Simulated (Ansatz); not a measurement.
Crystal: HfO2.

```
Hf O
1.0
     0.00000    2.55750    2.55750
     2.55750    0.00000    2.55750
     2.55750    2.55750    0.00000
Hf O
1 2
Direct
  0.00000 0.00000 0.00000
  0.75000 0.75000 0.75000
  0.25000 0.25000 0.25000
```

Measurements of this composition are mostly on another form, of space group No. 14.

Program: Ansatz 0.2.0. Alike in all runs: task density of states; level PBEsol+U; potentials or basis all-electron LAPW, scalar-relativistic; no spin polarisation; cell as given; k mesh 9 × 9 × 9; cutoff (eV) 343; smearing fermi-dirac 0.05 eV; basis error allowed 0.002 eV/atom.

Problem. Order these runs on this cell by their band gap on the k mesh, lowest first.
A. U Hf d U = 4 eV
B. U Hf d U = 2 eV
C. U Hf d U = 6 eV

Solution. B (4.02 eV), A (4.39 eV), C (4.81 eV).

Caveats: U is the effective U less J, on atomic orbitals that reach past the spheres; spin-orbit coupling is left out, which moves the levels of the heavy elements; an odd mesh through Γ misses points on the zone boundary, where band edges often lie.
